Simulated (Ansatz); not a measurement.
## What a change of settings does to a run on Te₂Pt

The cell comes from COD entry 1539201, which wasn't checked; take it as a given geometry. It is an old determination, and later ones may differ.

First run: DFT, PBE, all-electron LAPW, scalar-relativistic (Ansatz 0.2.0).

Command: `ansatz run input.yaml --threads 1 --pin off --max-ram 4096MiB --backend cpu --events-out ev --progress --plain --runs-dir out` The run took 96 s on 1 thread of Arm Neoverse V2 (shared host), peak memory 0.82 GiB.

```yaml
crystal:
  lattice:
    - [4.0179999686, 0.0, 0.0]
    - [-2.0089999843, 3.4796900453, 0.0]
    - [0.0, 0.0, 5.212]
  atoms:
    - { symbol: Te, position: [0.3333333333, 0.6666666667, 0.25] }
    - { symbol: Te, position: [0.6666666667, 0.3333333333, 0.75] }
    - { symbol: Pt, position: [0.0, 0.0, 0.0] }
kpoints:
  mp_grid: { grid: [10, 10, 7] }
  band_path:
    path:
      - [0.0, 0.0, 0.0]
      - [0.5, 0.0, 0.0]
      - [0.3333333333, 0.3333333333, 0.0]
      - [0.0, 0.0, 0.0]
      - [0.0, 0.0, 0.5]
      - [0.5, 0.0, 0.5]
      - [0.3333333333, 0.3333333333, 0.5]
      - [0.0, 0.0, 0.5]
      - [0.5, 0.0, 0.5]
    npoints: 14
scf:
  occupations: { method: fermi_dirac, width: 0.08 }
hamiltonian:
  xc: pbe
  pseudopotentials: { kind: all_electron, lapw: { basis_error: 0.001 } }
output:
  forces: true
  stress: true
  eigenvalues: true
  populations: true
  dos: { projected: true, de: 0.2, e_range: [-14, 8] }
```

Result: converged; pressure 7.86 GPa; largest force 0.937 eV/Å; no gap on the k mesh; 7 SCF iterations.

No spin–orbit coupling, which matters for the heavy atoms here.

A second input differs as follows:

```diff
@@ -23,5 +23,6 @@
     npoints: 14
 scf:
-  occupations: { method: fermi_dirac, width: 0.08 }
+  occupations: { method: gaussian, width: 5.0 }
+  max_iter: 50
 hamiltonian:
   xc: pbe
@@ -32,4 +33,3 @@
   eigenvalues: true
   populations: true
-  dos: { projected: true, de: 0.2, e_range: [-14, 8] }
```

Question: What is wrong with it, and what does the program do?

Answer: The fault is a smearing of electronvolts. The run converged; energy at zero smearing +241.1 meV/atom from the first run; pressure 31.3 GPa; largest force 2.842 eV/Å; no gap on the k mesh; 7 SCF iterations. Such numbers aren't properties of the crystal. The log ends:
```
--- Löwdin populations: 3 sites ---
  site symbol       q [e]
     0     Te     51.8774
     1     Te     51.8774
     2     Pt     77.5262
  spilling = 0.003950 (of n_electrons = 182.000000)
```
